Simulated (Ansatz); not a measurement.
## One structure type, several compounds

All numbers below come from DFT, PBE, all-electron LAPW, scalar-relativistic (Ansatz 0.2.0).

All compounds have space group Fm-3m with 1 atom in the primitive cell. V0, B0 and B0′ come from third-order Birch–Murnaghan fits to pressures at five volumes, with shape and internal coordinates held; prototypes and MP cells needn't be known phases. Spin-polarised runs start from parallel moments; other orders may lie lower.

Semilocal functionals without a Hubbard term describe localised f shells poorly; where the shell is localised, the real material differs.

Where a row has no spin, whether a magnetic state lies lower isn't shown here.

No spin–orbit coupling, which matters for the heavy atoms here.

H: H 4a (0.000 0.000 0.000); fcc type, relaxed by us; 20×20×20 mesh, smearing 0.05 eV; no spin
Yb: Yb 4a (0.000 0.000 0.000); fcc type, relaxed by us; 13×13×13 mesh, smearing 0.05 eV; no spin
Rh: Rh 4a (0.000 0.000 0.000); fcc type, relaxed by us; 16×16×16 mesh, smearing 0.05 eV; no spin
Hf: Hf 4a (0.000 0.000 0.000); fcc type, relaxed by us; 13×13×13 mesh, smearing 0.05 eV; no spin
Eu: Eu 4a (0.000 0.000 0.000); fcc type, relaxed by us; 12×12×12 mesh, smearing 0.03 eV; polarised, ending at 7.6 μB
O: O 4a (0.000 0.000 0.000); fcc type, relaxed by us; 16×16×16 mesh, smearing 0.03 eV; no spin

Task: Order the compounds by bulk modulus, lowest first.
A. Eu
B. H
C. O
D. Hf
E. Yb
F. Rh

Result: A (15 GPa), E (19 GPa), D (103 GPa), B (108 GPa), C (141 GPa), F (257 GPa).
